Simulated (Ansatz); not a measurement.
# Li: the cost of one run

Program: Ansatz 0.2.0. Level of theory: DFT r2SCAN, scalar-relativistic, plane waves, PAW. These are calculated values, not measurements.

This is Li in the fcc structure; at room conditions it is bcc.

1 further run of the same task is left out (set aside as unsound or not needed).

### Step 1. The starting structure

The structure is cubic, space group Fm-3m (No. 225). Conventional cell: a = 4.376 Å, b = 4.376 Å, c = 4.376 Å, α = 90.00°, β = 90.00°, γ = 90.00°. Around Li (site symmetry m-3m) lie 12 Li at 3.09 Å.

Coordinates:

```cif
data_structure
_symmetry_space_group_name_H-M 'P 1'
_symmetry_Int_Tables_number 1
_cell_length_a 3.0946
_cell_length_b 3.0946
_cell_length_c 3.0946
_cell_angle_alpha 60.000
_cell_angle_beta 60.000
_cell_angle_gamma 60.000
_cell_volume 20.96
loop_
_atom_site_label
_atom_site_type_symbol
_atom_site_fract_x
_atom_site_fract_y
_atom_site_fract_z
_atom_site_occupancy
Li1 Li 0.00000 0.00000 0.00000 1
```

This cell was relaxed beforehand with the same method: volume 20.96 Å³/atom, gap on the mesh none (metal).

### Step 2. Bands, states and charges

The input, input.yaml:

```yaml
crystal:
  lattice:
    - [0.0, 2.1882032979, 2.1882032979]
    - [2.1882032979, 0.0, 2.1882032979]
    - [2.1882032979, 2.1882032979, 0.0]
  atoms:
    - { symbol: Li, position: [0.0, 0.0, 0.0] }
basis:
  ecutwfc: 500
kpoints:
  mp_grid: { grid: [16, 16, 16] }
  band_path:
    path:
      - [[0.0, 0.0, 0.0], [0.5, 0.0, 0.5], [0.625, 0.25, 0.625]]
      - [[0.375, 0.375, 0.75], [0.0, 0.0, 0.0], [0.5, 0.5, 0.5], [0.5, 0.25, 0.75], [0.5, 0.0, 0.5]]
    npoints: 14
hamiltonian:
  xc: r2scan
scf:
  occupations: { method: gaussian, width: 0.1 }
  n_extra_bands: 6
output:
  forces: true
  stress: true
  eigenvalues: true
  populations: true
  dos: { projected: true, de: 0.02, nscf_kmesh: { grid: [24, 24, 24] } }
  bader: true
  write_density: true
  write_potential: true
  elf: true
  volumetric_format: npy
```

Launch:

```
> ansatz run input.yaml --threads 1 --pin off --max-ram 2560MiB --backend cpu --events-out ev --progress --plain --runs-dir out
```

What time and memory should one allow on 1 thread of Arm Neoverse V2, shared host?

About 46 s, with a peak of 0.3 GiB.
